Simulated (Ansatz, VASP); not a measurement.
**Se in VASP and in Ansatz**

```
Se
1.0
     1.39427   -4.03900    0.00000
     1.39427    4.03900    0.00000
     0.00000    0.00000    4.61343
Se
2
Direct
  0.93566 0.06434 0.25000
  0.06434 0.93566 0.75000
```

Alike in both runs: task single point; functional revPBE; k mesh 6 × 6 × 4; no spin polarisation.

|  | VASP | Ansatz |
| --- | --- | --- |
| version | VASP 6.6.1 | Ansatz 0.2.0 |
| potentials or method | VASP PAW PBE potentials, release 64 (Se) | scalar-relativistic, plane waves, PAW |
| plane-wave cutoff (eV) | 520 | 420 |
| occupations | fermi-dirac, width 0.25852 eV | fermi-dirac |
| valence electrons in the cell | 12 | 32 |

|  | VASP | Ansatz | Ansatz less VASP |
| --- | --- | --- | --- |
| gap on the k mesh at the Fermi level (eV) | none | none | - |
| pressure (GPa) | 3.1 | 3.1 | -0.03 |
| largest component of the traceless stress (GPa) | 4.53 | 4.55 | +0.025 |
| rms of the force components (eV/Å) | 0.136 | 0.137 | +0.0009 |

Atom by atom the forces differ by 0.001 eV/Å (rms over components). A gap of «none» marks a metal or a gap that the smearing closes. The two sets of potentials don't hold the same shells in valence.

Caveats: the k mesh is coarse (spacing up to 0.40 Å⁻¹), so the values aren't converged; the PAW data sets were made with another functional, which shifts forces and pressure a little (VASP).
